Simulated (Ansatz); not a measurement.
# What TaInSe3 (model cell, started as cubic perovskite with Ta in the octahedra) distorts into, part 2 of 3

Aim: this structure of TaInSe3 (model cell, started as cubic perovskite with Ta in the octahedra) is to be tested for unstable modes, and one is followed downhill.

Ansatz 0.2.0; DFT PBEsol, scalar-relativistic, plane waves, PAW.

So far, highest frequency on the path or at a solved wavevector (cm⁻¹): step 2 (response at finite wavevector) 300. Also lowest frequency on the path (cm⁻¹): step 2 -71.4.

The structure was built from a prototype and need not be the compound's stable phase.

### 5. Energy along the mode, all amplitudes (two of the runs are shown above)

An imaginary frequency means negative curvature, so the energy should fall and then rise again as anharmonic terms take over.

Numbers from this step:

```
depth at the lowest point sampled  : 96.01 meV/atom
largest atomic shift at that point : 0.6 Å
```

The energy from the parent by largest atomic shift:

```csv
largest atomic shift (Å),energy from the parent (meV/atom)
0.000,0
0.040,-0.684
0.080,-2.71
0.140,-8.17
0.220,-20.0
0.320,-40.9
0.450,-71.2
0.600,-96.0
```

Displacement at unit largest shift by atom:

```
atom   x (Å)   y (Å)   z (Å)   size
 In1   0.000   0.000   0.000  0.000
 In2   0.000   0.000   0.000  0.000
 Ta3   0.000   0.000   0.000  0.000
 Ta4   0.000   0.000   0.000  0.000
 Se5   0.707   0.707   0.000  1.000
 Se6  -0.707  -0.707   0.000  1.000
 Se7  -0.707   0.000  -0.707  1.000
 Se8   0.707   0.000   0.707  1.000
 Se9   0.000  -0.707   0.707  1.000
Se10   0.000   0.707  -0.707  1.000
```

The lowest of the steps tried is the last one, at 0.6 Å, 96.0 meV/atom below the parent; the bottom of the well need not coincide with a step.

### 6. Relaxing from the distorted cell

Starting from the lowest point found, all atoms and the cell are let go, so that strain and other modes of the same symmetry can join in.

Contents of input.yaml:

```yaml
crystal:
  lattice:
    - [5.019252156, 5.019252156, 0.0]
    - [5.019252156, 0.0, 5.019252156]
    - [5.019252156, 0.0, -5.019252156]
  atoms:
    - { symbol: In, position: [0.0, 0.0, 0.0] }
    - { symbol: In, position: [0.0, 0.5, 0.5] }
    - { symbol: Ta, position: [0.5, 0.25, 0.75] }
    - { symbol: Ta, position: [0.5, 0.75, 0.25] }
    - { symbol: Se, position: [0.584527347, 0.0, 1.0] }
    - { symbol: Se, position: [0.415472653, 0.5, 0.5] }
    - { symbol: Se, position: [0.0, 0.415472653, 0.0] }
    - { symbol: Se, position: [0.0, 0.084527347, 0.5] }
    - { symbol: Se, position: [0.415472653, 0.584527347, 0.0] }
    - { symbol: Se, position: [0.584527347, -0.084527347, 0.5] }
kpoints:
  mp_grid: { grid: [6, 6, 6] }
hamiltonian:
  xc: pbesol
scf:
  occupations: { method: methfessel_paxton, width: 0.15 }
output:
  forces: true
  stress: true
  eigenvalues: true
  write_density: true
  write_potential: true
  elf: true
  volumetric_format: npy
relax:
  adjacent_minimum: "off"
  f_tol: 0.002
  max_steps: 120
  cell: { stress_tol: 0.03 }
```

Launch:

```bash
> ansatz run input.yaml --threads 8 --pin off --max-ram 14336MiB --backend cpu --events-out ev --progress --plain --runs-dir out
```

Numbers of over 12 decimals in the logs are rounded to 6 here.

The program printed:

```text
[...]
Crystal: 10 atoms, lattice volume = 252.899 Å³
Basis set: ecut = 420 eV, 4957 PW (Γ), exchange–correlation on 96×96×96 points (8 copies of the dense FFT grid, shifted against one another)
Bands: 89, of which v1, the nominal top of the filled ones, is band 74 counted from 1 (73 counted from 0)
Symmetry: 12 space group operations
[...]
k-points: 32 of 216
[...]
SCF iter   1: F=—  HF=-63213.495351 eV  |F-HF|=—  |Δ(HF+E_count)|=         —  Δρ=4.29e-3  dr2=7.73e-2  ethr=1.77e-3  ⟨swp⟩=6.3  Hψ=10057  notcnv=0
[...]
SCF iter   7: F=-63213.477397 eV  HF=-63213.477397 eV  |F-HF|=1.29e-8  |Δ(HF+E_count)|=   1.87e-7  S|Δr|=    0.00e0  Δρ=5.32e-6  dr2=9.93e-8  ethr=6.76e-11  ⟨swp⟩=11.2  Hψ=21479  notcnv=0
SCF 1 converged in 7 iterations: F = -63213.477397 eV  dr2 = 9.93e-8
[...]
relax step   1: F+E_penalty+E_count = -63213.47739702 eV  Δ(F+E_penalty+E_count) = +0.000e0 eV  max|allowed force component| = 1.145e-1 eV/Å  Δτ_max = 0.0000 Å  P = -4.306 GPa  Ω = 252.899 Å³  (7 SCF iters, dr2 threshold 1.00e-7 eV, accepted)
Crystal: 10 atoms, lattice volume = 230.467 Å³
Basis set: ecut = 420 eV, 4537 PW (Γ), exchange–correlation on 96×96×96 points (8 copies of the dense FFT grid, shifted against one another)
[...]
SCF iter   7: F=-63213.786552 eV  HF=-63213.786552 eV  |F-HF|=4.49e-8  |Δ(HF+E_count)|=   1.20e-6  S|Δr|=    0.00e0  Δρ=1.28e-5  dr2=5.01e-7  ethr=6.76e-10  ⟨swp⟩=10.4  Hψ=23170  notcnv=0
SCF 2 converged in 7 iterations: F = -63213.786552 eV  dr2 = 5.01e-7
[...]
relax step   2: F+E_penalty+E_count = -63213.78655165 eV  Δ(F+E_penalty+E_count) = -3.092e-1 eV  max|allowed force component| = 2.586e-1 eV/Å  Δτ_max = 0.0520 Å  P = +1.949 GPa  Ω = 230.467 Å³  energy of the carried Pulay correction = +3.742e-3 eV  (7 SCF iters, dr2 threshold 1.00e-6 eV, accepted)
Crystal: 10 atoms, lattice volume = 230.580 Å³
Basis set: ecut = 420 eV, 4513 PW (Γ), exchange–correlation on 96×96×96 points (8 copies of the dense FFT grid, shifted against one another)
[...]
SCF iter   7: F=-63213.936447 eV  HF=-63213.936447 eV  |F-HF|=1.28e-8  |Δ(HF+E_count)|=   8.39e-8  S|Δr|=    0.00e0  Δρ=5.46e-6  dr2=8.52e-8  ethr=6.76e-10  ⟨swp⟩=11.3  Hψ=23286  notcnv=0
SCF 3 converged in 7 iterations: F = -63213.936447 eV  dr2 = 8.52e-8
  Residual-converged pass: ⟨swp⟩=1.0  Hψ=2977  notcnv=0  max |occ|·‖R‖ = 7.0e-9 eV (tolerance 1.0e-8 eV)  dr2=8.52e-8  dr2_onsite=6.91e-9  max |Δocc| = 6.2e-10
relax step   3: F+E_penalty+E_count = -63213.93644714 eV  Δ(F+E_penalty+E_count) = -1.499e-1 eV  max|allowed force component| = 5.624e-2 eV/Å  Δτ_max = 0.0998 Å  P = +0.149 GPa  Ω = 230.580 Å³  energy of the carried Pulay correction = +3.722e-3 eV  (7 SCF iters, dr2 threshold 1.00e-6 eV, accepted)
[...]
relax step   4: F+E_penalty+E_count = -63213.94158128 eV  Δ(F+E_penalty+E_count) = -5.134e-3 eV  max|allowed force component| = 2.520e-2 eV/Å  Δτ_max = 0.0347 Å  P = +0.074 GPa  Ω = 229.323 Å³  energy of the carried Pulay correction = +3.942e-3 eV  (7 SCF iters, dr2 threshold 1.98e-7 eV, accepted)
[...]
relax step   5: F+E_penalty+E_count = -63213.94233265 eV  Δ(F+E_penalty+E_count) = -7.514e-4 eV  max|allowed force component| = 6.454e-3 eV/Å  Δτ_max = 0.0101 Å  P = +0.037 GPa  Ω = 229.615 Å³  energy of the carried Pulay correction = +3.891e-3 eV  (7 SCF iters, dr2 threshold 3.97e-8 eV, accepted)
[...]
relax step   6: F+E_penalty+E_count = -63213.94261284 eV  Δ(F+E_penalty+E_count) = -2.802e-4 eV  max|allowed force component| = 5.273e-4 eV/Å  Δτ_max = 0.0001 Å  P = +0.001 GPa  Ω = 229.872 Å³  energy of the carried Pulay correction = +3.846e-3 eV  (5 SCF iters, dr2 threshold 5.57e-8 eV, accepted)
[...]
SCF iter   7: F=-63213.939545 eV  HF=-63213.939545 eV  |F-HF|=1.46e-11  |Δ(HF+E_count)|=  4.37e-11  S|Δr|=    0.00e0  Δρ=4.28e-8  dr2=4.79e-12  ethr=1.00e-12  ⟨swp⟩=6.0  Hψ=11847  notcnv=0
SCF 7 converged in 7 iterations: F = -63213.939545 eV  dr2 = 4.79e-12
relax step   7: F+E_penalty+E_count = -63213.93954531 eV  Δ(F+E_penalty+E_count) = +3.068e-3 eV  max|allowed force component| = 4.823e-4 eV/Å  Δτ_max = 0.0000 Å  P = -0.006 GPa  Ω = 229.872 Å³  stress off target by 2.04e-2 GPa  SCF on the basis re-selected at this cell (its energy is not comparable with the rows above)  (7 SCF iters)
basis re-selected at this cell: Δ(F+E_penalty+E_count) = +3.068e-3 eV, ΔP = -0.006 GPa vs the last step (what re-selecting the basis moved, of the pressure what is left beyond the Pulay correction that the steps carried, after the strain that the cell walked since its last selection, with what the two solves' SCF thresholds leave and, on support functions, any second-order correction that the steps lacked; it is no m [...]
SCF converged after 7 iterations
[...]
Free energy (F): -63213.939545 eV
[...]
Internal energy: -63213.940585 eV  (E = F + TS)
E sigma→0 (E₀):  -63213.939805 eV
Entropy (-TS):   0.001039 eV (0.104 meV/atom)
Fermi energy:    10.874360 eV
[...]
--- Forces (eV/Å), atoms counted from 1 ---
  atom   1  In     0.00000000     0.00000000    -0.00000000
  atom   2  In    -0.00000000    -0.00000000     0.00000000
  atom   3  Ta    -0.00000000     0.00000000     0.00000000
  atom   4  Ta    -0.00000000     0.00000000     0.00000000
  atom   5  Se     0.00048229     0.00048229     0.00000000
  atom   6  Se    -0.00048229    -0.00048229    -0.00000000
  atom   7  Se    -0.00048229    -0.00000000    -0.00048229
  atom   8  Se     0.00048229     0.00000000     0.00048229
  atom   9  Se     0.00000000    -0.00048229     0.00048229
  atom  10  Se    -0.00000000     0.00048229    -0.00048229
  max |Σ_I F_I| component: 8.73e-18 eV/Å
--- Stress (GPa, compression-positive) ---
       -0.005546       0.007427       0.007427
        0.007427      -0.005546      -0.007427
        0.007427      -0.007427      -0.005546
  P = ⅓ Tr σ = -0.0055 GPa (-0.055 kbar)
--- Band table (eV; the first three rows and the last of 32) ---
  k-point 0: bands = [... 70 lower, 9.5282, 9.9226, 10.4856, 10.4856, 10.5022, 10.9732, 11.4562, 11.7561, ... 11 higher]
  k-point 1: bands = [... 70 lower, 9.5753, 9.5753, 10.0044, 10.9695, 10.9695, 11.0342, 11.8496, 11.8496, ... 11 higher]
  k-point 2: bands = [... 70 lower, 9.4347, 9.4347, 10.0742, 10.9494, 11.4979, 11.4979, 11.9336, 11.9336, ... 11 higher]
  k-point 31: bands = [... 70 lower, 9.0766, 9.0766, 9.9336, 9.9336, 11.5408, 11.5408, 12.2582, 12.2582, ... 11 higher]
--- Relaxed structure (6 steps of the walk, 6 accepted, 1 SCFs on fresh bases) ---
  F+E_penalty+E_count = -63213.93954531 eV   max|allowed force component| = 4.823e-4 eV/Å   (the final SCF, on the basis selected at the relaxed cell)
  cell:  # Å, volume = 229.8721 Å³
    - [4.968468, 4.968468, 0.0]
    - [4.968468, 0.0, 4.968468]
    - [4.760144, 0.208324, -4.760144]
  atoms:
    - { symbol: In, position: [0, 0, 3.457489379688018e-19] }
    - { symbol: In, position: [2.8731357570865868e-18, 0.5, 0.500000] }
    - { symbol: Ta, position: [0.500000, 0.250000, 0.75] }
    - { symbol: Ta, position: [0.5, 0.750000, 0.250000] }
    - { symbol: Se, position: [0.609355, -5.551115123125783e-17, 1.0] }
    - { symbol: Se, position: [0.390645, 0.500000, 0.500000] }
    - { symbol: Se, position: [1.734723475976807e-18, 0.390645, 0.0] }
    - { symbol: Se, position: [-1.734723475976807e-18, 0.109355, 0.500000] }
    - { symbol: Se, position: [0.390645, 0.609355, -1.6653345369377348e-16] }
    - { symbol: Se, position: [0.609355, -0.109355, 0.500000] }
```

It took 1.9 min on 8 threads of Arm Neoverse N1, shared host; peak memory 1.6 GiB.

Step by step:

| step | energy less that of the first step (eV) | largest force component (eV/Å) | pressure (GPa) | volume (Å³) |
| --- | --- | --- | --- | --- |
| 1 | 0.0000 | 0.1145 | -4.31 | 252.90 |
| 2 | -0.3092 | 0.2586 | 1.95 | 230.47 |
| 3 | -0.4590 | 0.0562 | 0.15 | 230.58 |
| 4 | -0.4642 | 0.0252 | 0.07 | 229.32 |
| 5 | -0.4649 | 0.0065 | 0.04 | 229.62 |
| 6 | -0.4652 | 0.0005 | 0.00 | 229.87 |
| 7* | -0.4621 | 0.0005 | -0.01 | 229.87 |

Relaxation steps marked * repeat the geometry before them on a plane-wave basis chosen anew for their cell, so energy and pressure can jump there.

The run keeps the 12 symmetry operations that it works with, so distortions that break them were not tested.

```csv
"conventional cell, symmetrised",before,after,change
a (Å),7.098,7.026,-1.0 %
b (Å),7.098,7.026,-1.0 %
c (Å),17.387,16.129,-7.2 %
volume (Å³/atom),25.29,22.99,-9.1 %
```

The atoms that moved most (Å, as changes of fractional coordinates times the final cell):

```csv
atom,dx,dy,dz,length
Se5,0.123,0.123,0.000,0.174
Se10,0.000,0.123,-0.123,0.174
Se9,0.000,-0.123,0.123,0.174
Se8,0.123,0.000,0.123,0.174
Se6,-0.123,-0.123,0.000,0.174
Se7,-0.123,0.000,-0.123,0.174
```

Numbers from this step:

```
pressure        : -0.005546 GPa
volume per atom : 22.99 Å³
```

Valence density in the ac plane of the conventional cell at fractional y = 0.000, with atoms of In and Ta and Se within 0.2 Å of it. It is the smooth field of the valence electrons, not physical close to the nuclei.

Values in e/Å³, 13 rows by 16 columns, each cell a mean:
```
 2  1  0  0  0  0  0  0  0  0  2  4  1  1  1  2
 0  0  0  0  0  0  0  0  0  1  2  4  1  0  0  0
 2  1  0  0  0  2  4  1  0  0  0  0  0  0  1  2
 6  2  0  0  1  6 16  5  1  0  0  0  0  0  1  5
 0  0  0  0  0  0  0  0  0  0  1  1  0  0  0  0
 1  0  0  0  0  0  0  0  0  1  4  7  2  1  0  1
 4  3  1  0  0  0  0  0  0  0  0  0  0  0  2  4
 0  0  0  1  5  6  1  0  0  0  0  0  0  0  0  0
 0  0  0  0  0  0  0  0  0  0  0  0  0  0  0  0
 7  3  0  0  0  0  0  0  2 14 13  2  0  0  1  5
 1  1  0  0  0  0  0  0  0  1  1  0  0  0  0  1
 0  0  0  1  4  5  1  0  0  0  0  0  0  0  0  0
 3  2  1  1  2  2  1  0  0  0  0  0  0  0  1  3
```
Columns run along a (7.0 Å), rows up along c (16.1 Å), edges of the conventional cell, whose origin can differ from the input's. Atoms in or near the plane, at fractional coordinates: In at (0.00, 0.75), In at (0.00, 0.25), Ta at (0.00, 0.50), Ta at (0.00, 0.00), Se at (0.39, 0.75), Se at (0.61, 0.25).

Electrostatic potential energy in the ac plane of the conventional cell at fractional y = 0.000, with atoms of In and Ta and Se within 0.2 Å of it. With pseudopotentials it is smooth inside the atoms' cores, unlike the true potential.

Ten even steps from '0' (-34 eV) to '9' (15 eV), each cell a mean:
```
01479999999987778620
67899999999756656876
99999999999755557999
99999999999998889999
56899976679999999875
00488657756999998620
01588756656999999730
77899987789999999987
99999999999987779999
99999999999756656899
45799999999755556765
00379999999998888510
01478777899999998620
67875565589999999876
99985555689999999999
99999888999999999999
56899999998667899875
00489999975676588620
01589999985565588730
77899999999878999987
99998777899999999999
99985565589999999999
45775555699999999865
00378888999999998510
```
Columns run along a (7.0 Å; values clipped at the 3rd and 97th percentile), rows up along c (16.1 Å), edges of the conventional cell, whose origin can differ from the input's. Atoms in or near the plane, at fractional coordinates: In at (0.00, 0.75), In at (0.00, 0.25), Ta at (0.00, 0.50), Ta at (0.00, 0.00), Se at (0.39, 0.75), Se at (0.61, 0.25).

ELF in the ac plane of the conventional cell at fractional y = 0.000, with atoms of In and Ta and Se within 0.2 Å of it. It is the smooth field of the valence electrons, not physical close to the nuclei.

Values, 13 rows by 16 columns, each cell a mean:
```
0.42 0.41 0.23 0.21 0.16 0.10 0.06 0.12 0.42 0.67 0.69 0.65 0.70 0.52 0.39 0.43
0.14 0.15 0.14 0.10 0.07 0.09 0.11 0.15 0.36 0.61 0.68 0.67 0.73 0.64 0.36 0.17
0.19 0.21 0.19 0.32 0.55 0.66 0.65 0.66 0.51 0.28 0.17 0.19 0.17 0.18 0.22 0.20
0.11 0.20 0.24 0.47 0.71 0.62 0.48 0.64 0.67 0.38 0.10 0.05 0.10 0.21 0.24 0.14
0.16 0.15 0.11 0.09 0.15 0.28 0.34 0.29 0.27 0.41 0.57 0.63 0.58 0.42 0.24 0.17
0.29 0.25 0.21 0.20 0.12 0.05 0.04 0.15 0.52 0.74 0.67 0.58 0.73 0.68 0.39 0.29
0.48 0.60 0.29 0.40 0.51 0.50 0.42 0.25 0.16 0.27 0.38 0.42 0.39 0.24 0.49 0.57
0.22 0.30 0.61 0.76 0.63 0.60 0.74 0.64 0.26 0.06 0.04 0.08 0.16 0.20 0.20 0.21
0.18 0.19 0.29 0.44 0.54 0.52 0.39 0.29 0.34 0.42 0.41 0.28 0.14 0.10 0.14 0.17
0.08 0.20 0.25 0.15 0.05 0.05 0.27 0.62 0.70 0.47 0.50 0.73 0.63 0.30 0.23 0.11
0.20 0.21 0.19 0.22 0.27 0.26 0.23 0.36 0.56 0.64 0.63 0.53 0.33 0.17 0.19 0.21
0.14 0.28 0.60 0.75 0.67 0.64 0.70 0.53 0.22 0.09 0.06 0.07 0.11 0.15 0.16 0.15
0.42 0.46 0.38 0.61 0.67 0.67 0.65 0.47 0.18 0.09 0.14 0.19 0.23 0.20 0.39 0.47
```
Columns run along a (7.0 Å), rows up along c (16.1 Å), edges of the conventional cell, whose origin can differ from the input's. Atoms in or near the plane, at fractional coordinates: In at (0.00, 0.75), In at (0.00, 0.25), Ta at (0.00, 0.50), Ta at (0.00, 0.00), Se at (0.39, 0.75), Se at (0.61, 0.25).

The distorted start has space group R-3c; the relaxation ends in R-3c.

[end of part 2 of 3]

[Logs are printed without paths, hosts, clocks, repeated set-up lines and the standing remarks that a program may print on its own settings, such as how far it seeks lower states.]

[Hosts, paths, dates, database ids (printed as entryN), source tags and the programs' standing remarks are cut or masked in the printed files.]
